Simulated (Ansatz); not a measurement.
**Simulated XPS, UPS and emission spectra of AlP**

Aim: the valence spectrum of AlP from He I to hard X-rays, and which orbitals make each feature.

Calculated with Ansatz 0.2.0; DFT, LDA, plane-wave PAW, default files, scalar-relativistic, in the first sound run; inputs show where later runs differ.

The database entry behind the starting cell differs from later determinations by our own check (0.1 to 0.3 % short, probably kX units), so it need not match the best structure at ambient conditions.

## 1. Starting point

It takes space group F-43m (No. 216, cubic). The conventional cell has a = 5.451 Å, b = 5.451 Å, c = 5.451 Å, α = 90.00°, β = 90.00°, γ = 90.00°. Nearest to P lie 4 Al at 2.36 Å. Al has 4 P at 2.36 Å nearest. Farther neighbours are not listed.

## 2. The base run

First the ground state, then the DOS by atom and shell, which the cross sections turn into spectra. The DOS is taken on a denser mesh than the density.

input.yaml reads:

```yaml
crystal:
  lattice:
    - [0.0, 2.7255, 2.7255]
    - [2.7255, 0.0, 2.7255]
    - [2.7255, 2.7255, 0.0]
  atoms:
    - { symbol: P, position: [0.75, 0.75, 0.75] }
    - { symbol: Al, position: [0.0, 0.0, 0.0] }
kpoints:
  mp_grid: { grid: [10, 10, 10] }
  band_path:
    path:
      - [[0.0, 0.0, 0.0], [-0.5, -0.5, 0.0], [-0.375, -0.375, 0.25]]
      - [[-0.375, 0.0, 0.375], [0.0, 0.0, 0.0], [0.0, 0.0, 0.5], [-0.5, -0.25, 0.25], [-0.5, -0.5, 0.0]]
    npoints: 15
scf:
  occupations: { method: fermi_dirac, width: 0.02 }
  n_extra_bands: 8
hamiltonian:
  xc: lda
  pseudopotentials: { kind: paw }
output:
  forces: true
  stress: true
  dos:
    projected: true
    de: 0.05
    e_range: [-30, 12]
    nscf_kmesh: { grid: [16, 16, 16] }
  fatbands: true
```

Launch:

```sh
> ansatz run input.yaml --threads 2 --pin off --max-ram 4096MiB --backend cpu --events-out ev --progress --plain --runs-dir out
```

Numbers of over 12 decimals in the logs are rounded to 6 here.

The program printed:

```text
scf.n_extra_bands = 8 over 4 filled bands (N_el = 8.0): the run solves 12 bands
Engine: ansatz 0.2.0, aarch64-unknown-linux-gnu
Pseudopotentials: kind: paw
Pseudopotential: P, paw, valence charge 5, recommended cutoff 420 eV (normal), P.paw.azcp
Pseudopotential: Al, paw, valence charge 3, recommended cutoff 420 eV (normal), Al.paw.azcp
Functional definition: SPW92
  exchange = slater_x
  correlation = pw_c
Crystal: 2 atoms, lattice volume = 40.492 Å³
Basis set: ecut = 420 eV, 749 PW (Γ)
Bands: 12, of which v1, the nominal top of the filled ones, is band 4 counted from 1 (3 counted from 0)
Symmetry: 24 space group operations
Space group: F-43m (ITA 216), of the structure as read, at distance tolerance 3.4e-5 Å
k-points: 47 of 1000 (time reversal used)
Non-local potential: P, projectors of the file, l = 0: 2, l = 1: 2, l = 2: 2
Non-local potential: Al, projectors of the file, l = 0: 2, l = 1: 2, l = 2: 1
PAW form: soft (Blöchl's): semilocal exchange-correlation on the pseudo side does not see the compensation charge
PAW frozen core: P, regenerated for the run's functional, and the local potential with it (the file was generated under x = pbe(κ = 0.804, μ = 0.219515), c = pbe(β = 0.066725))
PAW frozen core: Al, regenerated for the run's functional, and the local potential with it (the file was generated under x = pbe(κ = 0.804, μ = 0.219515), c = pbe(β = 0.066725))
PAW one-centre angular grid: P, 110 points (default); XC on 64 Gauss nodes
PAW one-centre angular grid: Al, 110 points (default); XC on 64 Gauss nodes
Initial density: superposition of atomic densities (neutral atoms: chi_scale 0, normalization atom), corrected by the library's trained network
Initial wavefunctions: pseudopotential atomic-orbital guess
Functional: x = slater, c = lda
SCF iter   1: F=—  HF=-1240.043692 eV  |F-HF|=—  |Δ(HF+E_count)|=         —  Δρ=4.33e-3  dr2=7.60e-3  ethr=1.77e-3  ⟨swp⟩=6.3  Hψ=4614  notcnv=0  defer=1
preconditioner: auto → none  [insulator: Δε(μ)=1.400 eV  Ē_g=12.963 eV  σ=0.020 eV  W_gap=1.00  n_scr=8 (ndim 8)  ℏωp=16.5 eV  f_vac=0.000  D(μ)=0.00/eV (n_scr^D=0)  ε∞_Penn≈2.6]
SCF iter   2: F=—  HF=-1240.041556 eV  |F-HF|=—  |Δ(HF+E_count)|=   2.14e-3  Δρ=1.92e-3  dr2=9.19e-4  ethr=9.50e-5  ⟨swp⟩=2.5  Hψ=1247  notcnv=0  defer=126
SCF iter   3: F=—  HF=-1240.041363 eV  |F-HF|=—  |Δ(HF+E_count)|=   1.93e-4  Δρ=4.67e-4  dr2=7.43e-5  ethr=1.15e-5  ⟨swp⟩=1.9  Hψ=554  notcnv=0  defer=129
SCF iter   4: F=—  HF=-1240.041353 eV  |F-HF|=—  |Δ(HF+E_count)|=   1.03e-5  Δρ=3.37e-5  dr2=4.09e-7  ethr=9.29e-7  ⟨swp⟩=2.1  Hψ=579  notcnv=0  defer=129
iter 5 did not close the SCF: its close was put off for the readings that it lacked (scf_convergence_deferred on its scf_iter line)
SCF iter   5: F=-1240.041353 eV  HF=-1240.041353 eV  |F-HF|=2.08e-8  |Δ(HF+E_count)|=   5.22e-8  Δρ=8.68e-6  dr2=3.40e-8  ethr=5.11e-9  ⟨swp⟩=2.3  Hψ=663  notcnv=0  defer=129
SCF iter   6: F=-1240.041353 eV  HF=-1240.041353 eV  |F-HF|=1.49e-9  |Δ(HF+E_count)|=   1.16e-8  Δρ=3.27e-6  dr2=3.40e-9  ethr=4.24e-10  ⟨swp⟩=7.9  Hψ=3445  notcnv=0
SCF 1 converged in 6 iterations: F = -1240.041353 eV  dr2 = 3.40e-9
  greatest PAW one-centre occupation: 0.777 electrons in one spin orbital (limit 2), on the P atom at site 0 (counted from 0), in its partial waves of l = 0
NSCF: frozen V_eff on 92 k-points
NSCF: frozen V_eff on 145 k-points
SCF converged after 6 iterations
Free energy (F): -1240.041353 eV
Harris-Foulkes:  -1240.041353 eV  (|F-HF|=1.49e-9)
Internal energy: -1240.041353 eV  (E = F + TS)
E sigma→0 (E₀):  -1240.041353 eV
Fermi energy:    5.632714 eV
--- Per-component energies (eV) ---
  E_band       = 3.523739
  E_kinetic    = 94.209835
  E_local      = -83.744067  (includes V_loc(G=0)·N_el)
  E_nonlocal   = 46.652477
  E_hartree    = 24.688730
  E_xc         = -100.784973
  E_vxc        = -90.504614  (∫ρ·V_xc dr)
  E_paw        = -983.562507  (= ΣΔE_a)
  E_vpaw       = -12.467395  (= ΣTr[D̂ρ^β])
  E_aug_tail   = -0.000001  (compensation charges beyond the density's cutoff)
  E_ewald      = -237.673915
  E_core_change = 0.173068  (= ΣΔE_core)
  E_smearing   = -0.000000  (= −TS)
  E_closure    = -0.000000  (closes the sum)
  Σ components = -1240.041353   (vs F -1240.041353, Δ=0.00e0)
--- Forces (eV/Å), atoms counted from 1 ---
  atom   1  P      0.00000000    -0.00000000     0.00000000
  atom   2  Al    -0.00000000     0.00000000    -0.00000000
  max |Σ_I F_I| component: 5.55e-17 eV/Å
--- Stress (GPa, compression-positive) ---
       -0.834958       0.000000       0.000000
        0.000000      -0.834958       0.000000
        0.000000       0.000000      -0.834958
  P = ⅓ Tr σ = -0.8350 GPa (-8.350 kbar)
--- Band table (eV; the first three rows and the last of 47) ---
  k-point 0: bands = [-6.6239, 4.9127, 4.9127, 4.9127, 8.0610, 9.3954, 9.3954, 9.3954, ... 4 higher]
  k-point 1: bands = [-6.5120, 4.0352, 4.8124, 4.8124, 8.4761, 9.5889, 9.5889, 9.6492, ... 4 higher]
  k-point 2: bands = [-6.1882, 2.4762, 4.5862, 4.5862, 8.3014, 9.9248, 9.9248, 10.9649, ... 4 higher]
  k-point 46: bands = [-4.1983, -0.1082, 1.7911, 2.1052, 8.6575, 9.7706, 11.7491, 12.0085, ... 4 higher]
```

The job ended after 4.5 s (2 threads of Arm Neoverse V2, shared host; peak memory 0.29 GiB).

The column dr2 measures how far the density is from self-consistency, as an energy; F and HF (Harris–Foulkes) agree once it is small.

Numbers from this step:

```
free energy                                    : -1240.0414 eV
Fermi energy                                   : 5.633 eV
symmetry operations                            : 24
pressure                                       : -0.8350 GPa
gap on the k-mesh                              : 1.438 eV
zero of energy                                 : valence-band maximum
share of occupied states in no projected shell : 0.0073 of the occupied states in the window
gap on the path                                : 1.438 eV
least direct gap on the path                   : 3.148 eV
valence top on path                            : 0 eV
```

The electronic bands at the labelled points (eV, zero at the valence-band maximum; v1 is the highest filled band, c1 the lowest empty one):

| point | v4 | v3 | v2 | v1 | c1 | c2 | c3 | c4 |
| --- | --- | --- | --- | --- | --- | --- | --- | --- |
| Γ | -11.54 | 0.00 | 0.00 | 0.00 | 3.15 | 4.48 | 4.48 | 4.48 |
| 0.47 of the way | -10.75 | -2.69 | -1.20 | -1.20 | 2.89 | 4.16 | 6.74 | 6.74 |
| X | -9.16 | -5.37 | -2.12 | -2.12 | 1.44 | 2.33 | 10.92 | 10.92 |
| 0.53 of the way | -9.15 | -5.27 | -2.78 | -2.02 | 1.85 | 3.18 | 9.76 | 10.09 |
| U | -9.19 | -5.08 | -3.48 | -1.75 | 2.30 | 5.01 | 8.38 | 8.62 |
| jump to K | -9.19 | -5.08 | -3.48 | -1.75 | 2.30 | 5.01 | 8.38 | 8.62 |
| 0.53 of the way | -10.68 | -3.25 | -1.78 | -0.35 | 4.24 | 5.01 | 5.31 | 6.07 |
| Γ | -11.54 | 0.00 | 0.00 | 0.00 | 3.15 | 4.48 | 4.48 | 4.48 |
| 0.53 of the way | -10.79 | -3.47 | -0.48 | -0.48 | 3.14 | 5.07 | 5.07 | 7.04 |
| L | -9.83 | -5.60 | -0.77 | -0.77 | 2.68 | 4.73 | 4.73 | 8.09 |
| 0.47 of the way | -9.55 | -5.27 | -2.50 | -1.41 | 3.82 | 4.36 | 6.56 | 7.74 |
| W | -9.11 | -4.97 | -3.23 | -2.86 | 4.22 | 5.86 | 6.01 | 6.27 |
| 0.47 of the way | -9.13 | -5.18 | -2.75 | -2.58 | 2.66 | 3.61 | 8.34 | 8.71 |
| X | -9.16 | -5.37 | -2.12 | -2.12 | 1.44 | 2.33 | 10.92 | 10.92 |

Of the projections kept (P s, P p, Al s, Al p, not projected), the largest for each band there; the rest of the weight can lie on other orbitals:

| point | v4 | v3 | v2 | v1 | c1 | c2 | c3 | c4 |
| --- | --- | --- | --- | --- | --- | --- | --- | --- |
| Γ | P s 0.53 | P p 0.91 | P p 0.91 | P p 0.91 | Al s 0.52 | Al p 0.87 | Al p 0.87 | Al p 0.87 |
| X | P s 0.69 | P p 0.62 | P p 0.68 | P p 0.68 | Al p 0.62 | Al s 0.42 | Al p 0.63 | Al p 0.63 |
| U | P s 0.68 | P p 0.57 | P p 0.60 | P p 0.70 | Al p 0.44 | not projected 0.42 | Al p 0.52 | not projected 0.62 |
| K | P s 0.68 | P p 0.57 | P p 0.60 | P p 0.70 | Al p 0.44 | not projected 0.42 | Al p 0.52 | not projected 0.62 |
| Γ | P s 0.53 | P p 0.91 | P p 0.91 | P p 0.91 | Al s 0.52 | Al p 0.87 | Al p 0.87 | Al p 0.87 |
| L | P s 0.61 | P p 0.55 | P p 0.80 | P p 0.80 | Al s 0.37 | Al p 0.62 | Al p 0.62 | not projected 0.62 |

The electronic bands as a text plot (rows in eV, shown from -8.0 to 4.5 only):

```
    4.2 |++++ +                 +++++++             ++  ++++
    3.7 | + ++ +        +     ++    ++   ++          +++    ++
    3.2 |+      ++     +    ++        +++  +++     ++         +
    2.7 |     ++  ++  +   ++                  +++++          + +
    2.1 |       ++  ++  ++                                    + +
    1.6 |         ++++++                                       ++
    1.1 |
    0.6 |
    0.1 |**                       ********
   -0.5 | ***                  *** ***  * ******
   -1.0 |  * **             ***   * *    *      *****
   -1.5 |   ** ***        **     * *               ****
   -2.0 |         ********      * *       *          * **       *
   -2.5 |     *        *       * *         *          *  *  ****
   -3.1 |      *        *    **             *          ** ***
   -3.6 |       *        ****   *                        *
   -4.1 |        *             *             *
   -4.6 |         *         ***               *
   -5.1 |          *********                   **    ************
   -5.7 |                                        ****
   -6.2 |
   -6.7 |
   -7.2 |
   -7.7 |
         Γ           X  U|K            Γ         L        W     X
```

The DOS has structure finer than the step of the table below, so its rows give means over 1 eV, whole bins alone (the curve runs from -13.0 to 11.3 eV). Peaks (eV: height): total -9.2: 2.01, -5.0: 3.30, 3.7: 1.86, 4.8: 2.56; P 3p -5.0: 1.83, -0.9: 1.23, 3.8: 0.367, 4.8: 0.383; Al 3p -9.2: 0.611, -2.1: 0.491, 3.7: 0.631, 4.8: 1.20; P 3s -9.2: 1.36, 3.4: 0.229; Al 3s -9.8: 0.179, -5.0: 1.13, 3.4: 0.386, 4.8: 0.245.

The DOS by E, zero at the valence-band maximum; means over each step; values in states/eV/cell:

| E (eV) | total | P 3p | Al 3p | P 3s | Al 3s |
| --- | --- | --- | --- | --- | --- |
| -12 | 0.00283 | 1.5e-5 | 1.0e-4 | 0.00146 | 0.00123 |
| -11 | 0.338 | 0.00984 | 0.0695 | 0.167 | 0.0907 |
| -10 | 1.04 | 0.0273 | 0.282 | 0.597 | 0.134 |
| -9 | 0.616 | 0.00569 | 0.183 | 0.403 | 0.0219 |
| -8 | 0 | 0 | 0 | 0 | 0 |
| -7 | 0 | 0 | 0 | 0 | 0 |
| -6 | 0.0141 | 0.00767 | 0.00303 | 1.5e-4 | 0.00315 |
| -5 | 1.28 | 0.712 | 0.135 | 0.0464 | 0.383 |
| -4 | 0.414 | 0.235 | 0.0498 | 0.0468 | 0.0800 |
| -3 | 1.07 | 0.662 | 0.294 | 0.0360 | 0.0658 |
| -2 | 1.57 | 1.05 | 0.427 | 0.0253 | 0.0538 |
| -1 | 1.42 | 1.08 | 0.299 | 0.0100 | 0.0202 |
| 0 | 0.228 | 0.194 | 0.0285 | 8.0e-4 | 0.00130 |
| 1 | 8.7e-4 | 9.7e-6 | 5.3e-4 | 2.2e-4 | 7.8e-6 |
| 2 | 0.237 | 0.0215 | 0.120 | 0.0413 | 0.0190 |
| 3 | 1.10 | 0.172 | 0.394 | 0.133 | 0.209 |
| 4 | 1.19 | 0.234 | 0.376 | 0.101 | 0.234 |
| 5 | 1.77 | 0.278 | 0.802 | 0.0934 | 0.157 |
| 6 | 1.37 | 0.241 | 0.548 | 0.0613 | 0.105 |
| 7 | 1.17 | 0.198 | 0.384 | 0.0523 | 0.0934 |
| 8 | 1.26 | 0.175 | 0.281 | 0.0316 | 0.0862 |
| 9 | 1.18 | 0.129 | 0.255 | 0.0299 | 0.0473 |
| 10 | 1.23 | 0.117 | 0.234 | 0.0244 | 0.0434 |

Sums over each group's atoms; a table of it gives point samples, which can step over narrow peaks. The DOS of the group by E, zero at the valence-band maximum; values in states/eV:

| E (eV) | P1: P 3p | Al2: Al 3p | P1: P 3s | Al2: Al 3s |
| --- | --- | --- | --- | --- |
| -12 | 0 | 0 | 0 | 0 |
| -10 | 0.0286 | 0.265 | 0.554 | 0.139 |
| -8 | 0 | 0 | 0 | 0 |
| -6 | 0 | 0 | 0 | 0 |
| -4 | 0.214 | 0.0419 | 0.0462 | 0.0731 |
| -2 | 1.14 | 0.472 | 0.0256 | 0.0545 |
| 0 | 0.0854 | 0.00954 | 1.8e-4 | 2.6e-4 |
| 2 | 0.0172 | 0.123 | 0.0444 | 0.0147 |
| 4 | 0.229 | 0.313 | 0.0710 | 0.214 |
| 6 | 0.257 | 0.562 | 0.0707 | 0.118 |
| 8 | 0.184 | 0.282 | 0.0309 | 0.0920 |
| 10 | 0.114 | 0.226 | 0.0234 | 0.0434 |

This run's widths, added to any smearing of the DOS itself: Gaussian 0.15 eV, Lorentzian 0.2 eV plus 0.05 an eV of depth. The intensity by binding energy, zero at the valence-band maximum; values in % of the maximum within 13 eV:

| binding energy (eV) | 21.2 eV | 40.8 eV | 1486.7 eV | 5414.7 eV |
| --- | --- | --- | --- | --- |
| -1.0 | 2.38 | 1.90 | 1.02 | 0.539 |
| -0.5 | 4.20 | 3.13 | 1.60 | 0.745 |
| 0.0 | 16.4 | 10.6 | 5.06 | 1.72 |
| 0.5 | 59.4 | 38.1 | 17.6 | 5.38 |
| 1.0 | 98.6 | 66.7 | 30.0 | 9.58 |
| 1.5 | 99.8 | 72.4 | 32.8 | 11.9 |
| 2.0 | 95.8 | 73.9 | 34.0 | 13.9 |
| 2.5 | 71.7 | 59.3 | 29.0 | 14.0 |
| 3.0 | 61.1 | 52.6 | 27.0 | 14.3 |
| 3.5 | 40.8 | 37.7 | 21.4 | 13.2 |
| 4.0 | 31.0 | 32.1 | 21.4 | 15.4 |
| 4.5 | 45.9 | 48.2 | 32.1 | 23.3 |
| 5.0 | 80.9 | 82.8 | 53.2 | 37.6 |
| 5.5 | 29.0 | 29.9 | 18.8 | 13.2 |
| 6.0 | 7.99 | 9.19 | 6.25 | 4.74 |
| 6.5 | 4.01 | 5.66 | 4.28 | 3.56 |
| 7.0 | 2.73 | 5.09 | 4.26 | 3.82 |
| 7.5 | 2.30 | 5.95 | 5.38 | 5.08 |
| 8.0 | 2.44 | 8.77 | 8.37 | 8.16 |
| 8.5 | 3.63 | 17.3 | 17.1 | 17.0 |
| 9.0 | 9.14 | 52.7 | 53.0 | 53.1 |
| 9.5 | 17.5 | 99.4 | 99.6 | 99.6 |
| 10.0 | 16.0 | 82.6 | 81.5 | 81.1 |
| 10.5 | 11.2 | 54.3 | 52.7 | 52.3 |
| 11.0 | 6.94 | 34.2 | 33.0 | 32.7 |
| 11.5 | - | 17.1 | 16.6 | 16.4 |
| 12.0 | - | 7.63 | 7.38 | 7.27 |
| 12.5 | - | 4.37 | 4.20 | 4.12 |

Maxima picked by a test of local sharpness, so broad peaks and shoulders can be missing; peaks within 0.45 eV of a curve's cut are left out. Valence peaks, by row:

| photon energy (eV) | binding energy (eV) | height (% of the maximum within 13 eV) | main shell | its share (%) |
| --- | --- | --- | --- | --- |
| 21.2 | 9.673 | 17.99 | P 3s | 60.73 |
| 21.2 | 4.973 | 81.03 | P 3p | 79.16 |
| 21.2 | 1.323 | 100 | P 3p | 96.69 |
| 40.8 | 9.573 | 100 | P 3s | 79.06 |
| 40.8 | 4.973 | 83.1 | Al 3s | 44.93 |
| 40.8 | 1.873 | 74.61 | P 3p | 65.1 |
| 1487 | 9.573 | 100 | P 3s | 91.74 |
| 1487 | 4.973 | 53.48 | Al 3s | 52.97 |
| 1487 | 1.923 | 34.12 | P 3p | 70.16 |
| 5415 | 9.573 | 100 | P 3s | 93.87 |
| 5415 | 4.973 | 37.87 | Al 3s | 68.2 |

The intensity has structure finer than the step of the table below, so its rows give means over 0.5 eV, whole bins alone (the curve runs from -13.0 to 1.40 eV). Peaks (eV: height): P K-beta -5.00: 55.5, -1.40: 100.0; P L2,3 -9.50: 100.0; Al K-beta -9.60: 62.7, -1.90: 100.0; Al L2,3 -9.90: 22.4, -5.00: 99.5.

Shapes are the site's partial DOS without matrix elements, which overweights lines from ligand s bands. Table of intensity by emission energy less the core level's binding energy, zero at the valence-band maximum; means over each step; values in % of the unpolarised maximum:

| emission energy less the core level's binding energy (eV) | P K-beta | P L2,3 | Al K-beta | Al L2,3 |
| --- | --- | --- | --- | --- |
| -12.5 | 0.612 | 2.69 | 3.63 | 1.21 |
| -12.0 | 0.771 | 4.95 | 5.85 | 2.58 |
| -11.5 | 1.07 | 12.3 | 11.0 | 7.75 |
| -11.0 | 1.59 | 26.2 | 21.2 | 15.1 |
| -10.5 | 2.18 | 44.7 | 35.7 | 19.3 |
| -10.0 | 2.60 | 74.6 | 53.0 | 21.8 |
| -9.5 | 2.50 | 96.0 | 60.4 | 16.6 |
| -9.0 | 2.06 | 51.2 | 38.6 | 5.90 |
| -8.5 | 1.95 | 13.3 | 16.3 | 2.16 |
| -8.0 | 2.22 | 5.63 | 8.48 | 1.36 |
| -7.5 | 2.83 | 3.22 | 5.81 | 1.18 |
| -7.0 | 3.95 | 2.15 | 4.97 | 1.33 |
| -6.5 | 6.23 | 1.63 | 5.39 | 1.98 |
| -6.0 | 12.2 | 1.48 | 8.21 | 4.56 |
| -5.5 | 30.5 | 2.59 | 18.4 | 26.9 |
| -5.0 | 52.7 | 7.50 | 29.6 | 82.7 |
| -4.5 | 43.8 | 8.73 | 25.6 | 38.4 |
| -4.0 | 35.8 | 7.29 | 24.8 | 17.8 |
| -3.5 | 45.2 | 6.15 | 44.1 | 12.5 |
| -3.0 | 61.5 | 5.77 | 67.4 | 13.9 |
| -2.5 | 75.5 | 5.11 | 82.2 | 13.5 |
| -2.0 | 92.9 | 4.15 | 97.8 | 11.2 |
| -1.5 | 99.5 | 2.99 | 92.5 | 7.91 |
| -1.0 | 93.2 | 1.82 | 73.0 | 4.42 |
| -0.5 | 63.3 | 0.873 | 39.8 | 1.80 |
| 0.0 | 27.8 | 0.309 | 14.8 | 0.438 |
| 0.5 | 10.5 | 0.201 | 6.09 | 0.236 |
| 1.0 | 5.73 | 0.172 | 3.64 | 0.189 |

The broadened DOS, unweighted empty DOS by E, zero at the valence-band maximum; read off at these points:

E (eV), broadened DOS, unweighted empty DOS (states/eV/cell) and a bar:
```
    -0.95       0.00 
    -0.65       0.00 
    -0.35       0.00 
    -0.05       0.00 
     0.35       0.00 
     0.65       0.00 
     0.95       0.00 
     1.25       0.01 
     1.55       0.06 #
     1.85       0.17 ###
     2.25       0.35 #####
     2.55       0.55 ########
     2.85       0.85 #############
     3.15       1.30 ####################
     3.45       1.68 ##########################
     3.55       1.72 ##########################
     3.75       1.59 ########################
     4.15       0.90 ##############
     4.45       1.27 ###################
     4.75       1.95 ##############################
     4.85       1.97 ##############################
     5.05       1.74 ###########################
     5.35       1.45 ######################
     5.65       1.45 ######################
     6.05       1.36 #####################
     6.35       1.23 ###################
     6.65       1.16 ##################
     6.95       1.07 ################
     7.25       1.24 ###################
     7.55       1.49 #######################
     7.95       1.29 ####################
     8.25       1.07 ################
     8.55       1.02 ################
     8.85       1.16 ##################
     9.15       1.22 ###################
     9.45       1.23 ###################
     9.85       1.22 ###################
    10.15       1.23 ###################
    10.45       1.30 ####################
    10.75       1.35 #####################
```

Recipe: projected DOS times atomic cross section and asymmetry factor (linear light, 10° from the polarisation), occupied states only, Fermi edge at 300 K, a Lorentzian width of 0.2 eV growing by 0.05 eV per eV of binding energy, and a resolution of 0.15 eV. Curves are cut 10 eV under the photon energy, above any shell that the free atom's threshold puts out of reach, or at the lower edge of the window: 11.2 eV at 21.2 eV, 13 eV at 40.8 eV, 13 eV at 1486.7 eV and 13 eV at 5414.7 eV. Matrix elements of the solid and inelastic losses aren't modelled, nor non-dipole terms, which matter above 3 keV.

Share of each shell in the spectrum's area (%), by photon energy:

| shell | 21.2 eV | 40.8 eV | 1486.7 eV | 5414.7 eV |
| --- | --- | --- | --- | --- |
| P 3s | 5.9 | 34.4 | 56.0 | 72.8 |
| P 3p | 84.4 | 35.4 | 24.7 | 7.2 |
| Al 3s | 7.8 | 15.7 | 16.7 | 19.4 |
| Al 3p | 2.0 | 14.6 | 2.6 | 0.7 |

At this level the gap is 1.44 eV on the path.

(Part 1 of 2 ends here.)

[Logs are printed without paths, hosts, clocks, repeated set-up lines and the standing remarks that a program may print on its own settings, such as how far it seeks lower states.]

[Hosts, paths, dates, database ids (printed as entryN), source tags and the programs' standing remarks are cut or masked in the printed files.]

[Maps of the electrostatic potential energy from Ansatz leave out the sawtooth potential of an applied field or a dipole correction, so their vacuum need not be flat; work functions include it.]

[Peak lists hold at most the 14 tallest peaks of each spectrum; further lines can be left out.]
